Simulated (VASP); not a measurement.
# BaTe (P1) in VASP: single point with r2SCAN

Aim: the single point of BaTe with r2SCAN.

All numbers are computed with VASP 6.6.1; they aren't measurements. Logs are shortened: lines on timing, memory, paths and dates and some standing lists are left out, and cuts for length are marked.

### 1 The structure

The typed cell holds 4 atoms: a = 8.348 Å, b = 4.795 Å, c = 4.747 Å, α = 60.09°, β = 72.83°, γ = 89.47°.

The cell was built by a generator and needn't be a form met in nature.

### 2 Single point, r2SCAN

POSCAR

```
BaTe
1.0
   -3.3883224500      6.8088122700      3.4428250700
    3.3659498500      0.0028002300      3.4148509900
    3.3438104300      3.3696797900      0.0249396500
Ba Te
2 2
Direct
    0.0058200000      0.0118250000      0.9874400000
    0.4978620000      0.4889510000      0.9972820000
    0.2477490000      0.7499350000      0.4905440000
    0.7585740000      0.2692220000      0.5004930000
```

INCAR.step1

```
PREC = Accurate ; ENCUT = 520
ISMEAR = 1 ; SIGMA = 0.2512
LREAL = F ; LASPH = T
NELM = 100 ; NBANDS = 24
GGA = PE ; ALGO = Normal
EDIFF = 1E-4 ; LWAVE = T
LCHARG = F
```

INCAR.step2

```
PREC = Accurate ; ENCUT = 520
EDIFF = 1E-6 ; ISMEAR = 1
SIGMA = 0.2512 ; LREAL = F
LASPH = T ; NELM = 100
ALGO = Normal ; ISIF = 2
LWAVE = F ; LCHARG = F
METAGGA = R2SCAN ; LMIXTAU = T
NBANDS = 24 ; ISTART = 1
```

KPOINTS

```
Automatic mesh
0
Gamma
  3 5 5
  0.5 0 0.5
```

Potentials or basis: VASP PAW PBE potentials, release 64 (Ba_sv, Te).

Command:

```
$ cat potpaw_PBE.64/Ba_sv/POTCAR potpaw_PBE.64/Te/POTCAR > POTCAR
$ cp INCAR.step1 INCAR
$ mpirun -np 1 vasp_std > vasp.out
$ cp INCAR.step2 INCAR
$ mpirun -np 1 vasp_std > vasp.out
```

OUTCAR:

```text
PREC = Accurate
   ENCUT = 520
   EDIFF = 1E-6
   ISMEAR = 1
   LREAL = F
   LASPH = T
   NELM = 100
   ISIF = 2
   METAGGA = R2SCAN
   ISTART = 1

 ion  position               nearest neighbor table
   1  0.006  0.012  0.987-   4 3.32   3 3.34   3 3.34   3 3.36   4 3.38   4 3.42   2 4.72   2 4.74

   2  0.498  0.489  0.997-   4 3.29   3 3.37   3 3.38   3 3.41   4 3.47   4 3.55   1 4.72   1 4.74

   3  0.248  0.750  0.491-   1 3.34   1 3.34   1 3.36   2 3.37   2 3.38   2 3.41
   4  0.759  0.269  0.500-   2 3.29   1 3.32   1 3.38   1 3.42   2 3.47   2 3.55

  LATTYP: Found a triclinic cell.
 ALAT       =     4.7948757563
 B/A-ratio  =     0.9964495346
 C/A-ratio  =     1.7302755395
 COS(alpha) =     0.0035788232
 COS(beta)  =     0.2759851754
 COS(gamma) =     0.5081422098

  Lattice vectors:

 A1 = (   3.3659498500,   0.0028002300,   3.4148509900)
 A2 = (   0.0221394200,  -3.3668795600,   3.3899113400)
 A3 = (   6.7321328800,  -3.4391324800,  -3.4178854200)

Analysis of symmetry for initial positions (statically):
=====================================================================
 Subroutine PRICEL returns:
 Original cell was already a primitive cell.

 Routine SETGRP: Setting up the symmetry group for a
 triclinic supercell.

 Subroutine GETGRP returns: Found  1 space group operations
 (whereof  1 operations were pure point group operations)
 out of a pool of  2 trial point group operations.

The static configuration has the point symmetry C_1 .

Analysis of symmetry for dynamics (positions and initial velocities):
=====================================================================
 Subroutine PRICEL returns:
 Original cell was already a primitive cell.

 Routine SETGRP: Setting up the symmetry group for a
 triclinic supercell.

 Subroutine GETGRP returns: Found  1 space group operations
 (whereof  1 operations were pure point group operations)
 out of a pool of  2 trial point group operations.

The dynamic configuration has the point symmetry C_1 .

 Subroutine INISYM returns: Found  1 space group operations
 (whereof  1 operations are pure point group operations),
 and found     1 'primitive' translations

----------------------------------------------------------------------------------------

                                     Primitive cell

  volume of cell :     155.1815

  direct lattice vectors                    reciprocal lattice vectors
    -3.388322450  6.808812270  3.442825070    -0.074151113  0.073041343  0.073029364
     3.365949850  0.002800230  3.414850990     0.073664742 -0.074729619  0.220289973
     3.343810430  3.369679790  0.024939650     0.149769344  0.149238057 -0.147747003

  length of vectors
     8.348275152  4.794875756  4.747255214     0.127148391  0.244005497  0.257938037

  position of ions in fractional coordinates (direct lattice)
     0.005820000  0.011825000  0.987440000
     0.497862000  0.488951000  0.997282000
     0.247749000  0.749935000  0.490544000
     0.758574000  0.269222000  0.500493000

  ion indices of the primitive-cell ions
   primitive index   ion index
                 1           1
                 2           2
                 3           3
                 4           4

----------------------------------------------------------------------------------------

 KPOINTS: Automatic mesh

Automatic generation of k-mesh.
 Grid dimensions read from file:
 generate k-points for:    3    5    5

 Generating k-lattice:

  Cartesian coordinates                     Fractional coordinates (reciprocal lattice)
    -0.024717038  0.024347114  0.024343121     0.333333333 -0.000000000 -0.000000000
     0.014732948 -0.014945924  0.044057995     0.000000000  0.200000000 -0.000000000
     0.029953869  0.029847611 -0.029549401     0.000000000  0.000000000  0.200000000

  Length of vectors
     0.042382797  0.048801099  0.051587607

  Shift w.r.t. Gamma in fractional coordinates (k-lattice)
     0.500000000  0.000000000  0.500000000

 Subroutine IBZKPT returns following result:
 ===========================================

 Found     38 irreducible k-points:

 Following reciprocal coordinates:
            Coordinates               Weight
  0.166667  0.000000  0.100000      2.000000
  0.500000  0.000000  0.100000      2.000000
 -0.166667 -0.000000  0.100000      2.000000
  0.166667  0.200000  0.100000      2.000000
  0.500000  0.200000  0.100000      2.000000
 -0.166667  0.200000  0.100000      2.000000
[... 16 lines left out ...]
  0.500000  0.400000  0.300000      2.000000
 -0.166667  0.400000  0.300000      2.000000
 [... further k-points ...]
   k-points           NKPTS =     38   k-points in BZ     NKDIM =     38   number of bands    NBANDS=     24
   number of dos      NEDOS =    301   number of ions     NIONS =      4
   total plane-waves  NPLWV =  82944
   dimension x,y,z NGX =    64 NGY =   36 NGZ =   36
   dimension x,y,z NGXF=   128 NGYF=   72 NGZF=   72
   ions per type =               2   2
   NGX,Y,Z   is equivalent  to a cutoff of  12.74, 12.48, 12.61 a.u.
   NGXF,Y,Z  is equivalent  to a cutoff of  25.49, 24.96, 25.21 a.u.
 SYSTEM =  unknown system
   PREC   = accura    normal or accurate (medium, high low for compatibility)
   ISTART =      1    job   : 0-new  1-cont  2-samecut
   ICHARG =      0    charge: 1-file 2-atom 10-const
   ISPIN  =      1    spin polarized calculation?
   LNONCOLLINEAR =      F non collinear calculations
   LSORBIT =      F    spin-orbit coupling
   LASPH  =      T    aspherical Exc in radial PAW
   ENCUT  =  520.0 eV  38.22 Ry    6.18 a.u.  15.52  8.92  8.83*2*pi/ulx,y,z
   NELM   =    100;   NELMIN=  2; NELMDL=  0     # of ELM steps
   EDIFF  = 0.1E-05   stopping-criterion for ELM
   LREAL  =      F    real-space projection
   EDIFFG = 0.1E-04   stopping-criterion for IOM
   NSW    =      0    number of steps for IOM
   IBRION =     -1    ionic relax: 0-MD 1-quasi-New 2-CG
   NFREE  =      0    steps in history (QN), initial steepest desc. (CG)
   ISIF   =      2    stress and relaxation
   ISYM   =      2    0-nonsym 1-usesym 2-fastsym
   POTIM  = 0.5000    time-step for ionic-motion
   TEBEG  =    0.0;   TEEND  =   0.0 temperature during run
   PSTRESS=    0.0 pullay stress
   NELECT =      32.0000    total number of electrons
   NUPDOWN=      -1.0000    fix difference up-down
   EMIN   =  10.00;   EMAX   =-10.00  energy-range for DOS
   EFERMI =   0.00;   METHOD = LEGACY
   ISMEAR =     1;   SIGMA  =   0.25  broadening in eV -4-tet -1-fermi 0-gaus
   EFERMI_NEDOS =   21; number of points for ismear=-14 and -15
   IALGO  =     38    algorithm
   IMIX   =      4    mixing-type and parameters
     AMIX     =   0.40;   BMIX     =  1.00
     AMIX_MAG =   1.60;   BMIX_MAG =  1.00
  volume/ion in A,a.u.               =      38.80       261.80
  Fermi-wavevector in a.u.,A,eV,Ry     =   0.967189  1.827723 12.727639  0.935455
  Thomas-Fermi vector in A             =   2.097054
   LORBIT       =      0    0 simple, 1 ext, 2 COOP (PROOUT), +10 PAW based schemes
   METAGGA = R2SCAN    functional components
   LHFCALC =     F    Hartree Fock is set to
   AEXX    =    0.0000 exact exchange contribution
   IVDW    =     0    specifies the selected vdW correction
   LEPSILON=     F    determine dielectric tensor
   LRPA    =     F    only Hartree local field effects (RPA)
 non-spin polarized calculation
 Methfessel and Paxton  Order N= 1 SIGMA  =   0.25
  energy-cutoff  :      520.00
  volume of cell :      155.18
 maximum number of plane-waves:      4199
 NGX is ok and might be reduce to    64
   NGX = 31   NGY = 17   NGZ = 17

 number of electron      32.0000000 magnetization

 Free energy of the ion-electron system (eV)
  ---------------------------------------------------
  ext. energy  EPLUGINS =         0.00000000
  ---------------------------------------------------
  free energy    TOTEN  =      -111.63958451 eV

  energy without entropy =     -111.64573247  energy(sigma->0) =     -111.64163383

 E-fermi :   2.7799     XC(G=0):  -9.0597

 val. band max:        2.6732776257   @ k =   0.1667   0.0000   0.1000
 cond. band min:       4.5759371389   @ k =   0.1667  -0.0000   0.5000
 fundamental gap:      1.9026595132
 Fermi energy:         2.7798983925

 k-point     1 :       0.1667    0.0000    0.1000
  band No.  band energies     occupation
      1     -24.8790      2.00000
      2     -24.7356      2.00000
      3     -10.2404      2.00000
      4      -9.6946      2.00000
      5      -9.6565      2.00000
      6      -9.6106      2.00000
[... 16 lines left out ...]
     23       7.7441     -0.00000
     24       7.9759      0.00000

 k-point     2 :       0.5000    0.0000    0.1000
  band No.  band energies     occupation
      1     -24.8782      2.00000
      2     -24.7364      2.00000
      3     -10.0626      2.00000
      4      -9.9003      2.00000
      5      -9.6632      2.00000
      6      -9.6538      2.00000
[... 16 lines left out ...]
     23       7.6929     -0.00000
     24       7.9406      0.00000

 k-point     3 :      -0.1667   -0.0000    0.1000
  band No.  band energies     occupation
      1     -24.8786      2.00000
      2     -24.7360      2.00000
      3     -10.1860      2.00000
      4      -9.7627      2.00000
      5      -9.6567      2.00000
      6      -9.6331      2.00000
[... 16 lines left out ...]
     23       7.9483      0.00000
     24       8.0329      0.00000

 k-point     4 :       0.1667    0.2000    0.1000
  band No.  band energies     occupation
      1     -24.8760      2.00000
      2     -24.7330      2.00000
      3     -10.1714      2.00000
      4      -9.8105      2.00000
      5      -9.6761      2.00000
      6      -9.6409      2.00000
[... 16 lines left out ...]
     23       7.9851      0.00000
     24       8.3381      0.00000

 k-point     5 :       0.5000    0.2000    0.1000
  band No.  band energies     occupation
      1     -24.8754      2.00000
      2     -24.7337      2.00000
      3     -10.0276      2.00000
      4      -9.9550      2.00000
      5      -9.6767      2.00000
      6      -9.6718      2.00000
[... 16 lines left out ...]
     23       7.7675     -0.00000
     24       7.8305      0.00000

 k-point     6 :      -0.1667    0.2000    0.1000
  band No.  band energies     occupation
      1     -24.8760      2.00000
      2     -24.7331      2.00000
      3     -10.1558      2.00000
      4      -9.8316      2.00000
      5      -9.6698      2.00000
      6      -9.6410      2.00000
[... 16 lines left out ...]
     23       7.9664      0.00000
     24       8.2806      0.00000
[... 379 lines left out ...]
 k-point    21 :      -0.1667    0.2000    0.3000
  band No.  band energies     occupation
      1     -24.8706      2.00000
      2     -24.7283      2.00000
      3     -10.0580      2.00000
      4      -9.9651      2.00000
      5      -9.7255      2.00000
      6      -9.6685      2.00000
[... 16 lines left out ...]
     23       8.0689      0.00000
     24       8.1357      0.00000

 k-point    22 :       0.1667    0.4000    0.3000
  band No.  band energies     occupation
      1     -24.8663      2.00000
      2     -24.7236      2.00000
      3     -10.1262      2.00000
      4      -9.9256      2.00000
      5      -9.7955      2.00000
      6      -9.7300      2.00000
[... 16 lines left out ...]
     23       8.5784      0.00000
     24       9.1210      0.00000

 k-point    23 :       0.5000    0.4000    0.3000
  band No.  band energies     occupation
      1     -24.8661      2.00000
      2     -24.7238      2.00000
      3     -10.1611      2.00000
      4      -9.9600      2.00000
      5      -9.7318      2.00000
      6      -9.6916      2.00000
[... 16 lines left out ...]
     23       8.7991      0.00000
     24       8.9553      0.00000

 k-point    24 :      -0.1667    0.4000    0.3000
  band No.  band energies     occupation
      1     -24.8661      2.00000
      2     -24.7238      2.00000
      3     -10.0626      2.00000
      4      -9.9974      2.00000
      5      -9.7655      2.00000
      6      -9.7084      2.00000
[... 16 lines left out ...]
     23       8.4587      0.00000
     24       8.6681      0.00000

 [... further k-points ...]

------------------------ aborting loop because EDIFF is reached ----------------------------------------

  FORCE on cell =-STRESS in cart. coord.  units (eV):
  Direction    XX          YY          ZZ          XY          YZ          ZX
  --------------------------------------------------------------------------------------
  -------------------------------------------------------------------------------------
  Total        6.3220299      5.5239407      4.9027027      0.0462276     -0.1544998     -0.0699995
  in kB       65.2720188     57.0321197     50.6181262      0.4772781     -1.5951388     -0.7227123
  external PRESSURE =      57.6407549 kB  Pullay stress =       0.0000000 kB

 VOLUME and BASIS-vectors are now :
 -----------------------------------------------------------------------------
  energy-cutoff  :      520.00
  volume of cell :      155.18
      direct lattice vectors                 reciprocal lattice vectors
    -3.388322450  6.808812270  3.442825070    -0.074151113  0.073041343  0.073029364
     3.365949850  0.002800230  3.414850990     0.073664742 -0.074729619  0.220289973
     3.343810430  3.369679790  0.024939650     0.149769344  0.149238057 -0.147747003

 POSITION                                       TOTAL-FORCE (eV/Angst)
 -----------------------------------------------------------------------------------
      3.32189      3.36702      0.08504         0.176812     -0.046084     -0.175894
      3.29359      6.75174      3.40862         0.125318      0.179132      0.343508
      3.32508      3.34195      3.42611        -0.032442      0.222230      0.153892
      0.00945      6.85224      3.54347        -0.269689     -0.355278     -0.321505
 -----------------------------------------------------------------------------------
    total drift:                               -0.000203      0.000663      0.000615

  FREE ENERGIE OF THE ION-ELECTRON SYSTEM (eV)
  ---------------------------------------------------
  free  energy   TOTEN  =      -111.6395845135 eV

  energy  without entropy=     -111.6457324685  energy(sigma->0) =     -111.64163383
```

It took 5.8 min on 1 thread of Intel Xeon Platinum 8488C (Sapphire Rapids), shared host; peak memory 0.37 GiB.

Results:

```
Free energy            : -111.6396 eV
Pressure               : 5.8 GPa
Largest force          : 0.550 eV/Å
Band gap on the k mesh : 1.90 eV
```

Forces in eV/Å, atoms in the order of the input:
```
Ba   0.177 -0.046 -0.176
Ba   0.125  0.179  0.344
Te  -0.032  0.222  0.154
Te  -0.270 -0.355 -0.322
```

Stress tensor (GPa, compression positive):
```
 6.53  0.05 -0.07
 0.05  5.70 -0.16
-0.07 -0.16  5.06
```

Levels at points of the mesh, in eV from the valence-band top:
| k point | band 13 | band 14 | band 15 | band 16 | band 17 | band 18 | band 19 | band 20 |
| --- | --- | --- | --- | --- | --- | --- | --- | --- |
| (0.50, 0.00, 0.50) | -1.12 | -1.02 | -0.93 | -0.76 | 2.93 | 3.16 | 5.75 | 5.89 |

Caveat: the PAW data sets were made with another functional, which shifts forces and pressure a little; spin-orbit coupling is left out, which moves the levels of the heavy elements.
